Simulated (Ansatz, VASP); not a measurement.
# Si in VASP and in Ansatz

```xyz
2
Lattice="2.6740 2.6740 0.0000 -2.6740 2.6740 0.0000 0.0000 2.6740 2.7220" Properties=species:S:1:pos:R:3 pbc="T T T"
Si   -1.3370    4.0110    1.3610
Si    0.0000    0.0000    0.0000
```

Change from the starting cell: film at in-plane strain -0.01.

Alike in both runs: task single point; functional LDA; k mesh 8 × 8 × 8; no spin polarisation.

|  | VASP | Ansatz |
| --- | --- | --- |
| version | VASP 6.6.1 | Ansatz 0.2.0 |
| potentials or method | VASP PAW LDA potentials, release 64 (Si), cutoff 520 eV | all-electron LAPW, scalar-relativistic |
| occupations | gaussian, width 0.01 eV | fixed |

VASP gave:

* gap on the k mesh at the Fermi level (eV): 0.37
* pressure (GPa): 1.3
* largest component of the traceless stress (GPa): 1.18

**Question.** What did Ansatz give for the same quantities?

**Answer.** gap on the k mesh at the Fermi level (eV): 0.38; pressure (GPa): 1.2; largest component of the traceless stress (GPa): 1.19.

Ansatz ran all-electron here, so the differences hold the error of VASP's frozen core and of both bases.
